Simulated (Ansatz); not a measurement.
MgO (wurtzite), 4 atoms and 32 valence electrons in a cell of about 47 Å³, was run 9 times in the PAW code Ansatz, each time on 1 × NVIDIA H100 80GB HBM3 with 2 threads of AMD EPYC 7R13 Processor (Zen 3), on a shared host. The times are single readings and vary with the host's load.

| run | k mesh | irreducible k | cutoff (eV) | plane waves | bands | SCF iterations | wall time | peak host memory (GiB) |
| --- | --- | --- | --- | --- | --- | --- | --- | --- |
| G0W0, r2SCAN, 107 empty bands, 100 eV | 6×6×4 | 21 | 500 | 1153 | 20 | 7 | 11 s | 1.5 |
| G0W0, r2SCAN, 258 empty bands, 180 eV | 6×6×4 | 21 | 500 | 1153 | 20 | 7 | 17 s | 1.8 |
| G0W0, r2SCAN, 501 empty bands, 260 eV | 6×6×4 | 21 | 500 | 1153 | 20 | 7 | 32 s | 2.6 |
| G0W0, HSE06, 258 empty bands, 180 eV | 6×6×4 | 21 | 420 | 929 | 20 | 10 | 33 s | 2 |
| G0W0, PBE, 258 empty bands, 180 eV | 6×6×4 | 21 | 420 | 929 | 20 | 6 | 14 s | 1.7 |
| G0W0, PBE0, 258 empty bands, 180 eV | 6×6×4 | 21 | 420 | 929 | 20 | 11 | 28 s | 2 |
| G0W0, r2SCAN, 258 empty bands, 180 eV, plasmon pole | 6×6×4 | 21 | 500 | 1153 | 20 | 7 | 33 s | 2.6 |
| G0W0, r2SCAN, 76 empty bands, 80 eV | 9×9×4 | 36 | 500 | 1153 | 20 | 7 | 32 s | 1.6 |
| G0W0, r2SCAN, 258 empty bands, 180 eV, norm-conserving | 6×6×4 | 21 | 1290 | 5009 | 20 | 8 | 25 s | 2.2 |

The slowest run (G0W0, HSE06, 258 empty bands, 180 eV) took about 2.9 times as long as the quickest (G0W0, r2SCAN, 107 empty bands, 100 eV).
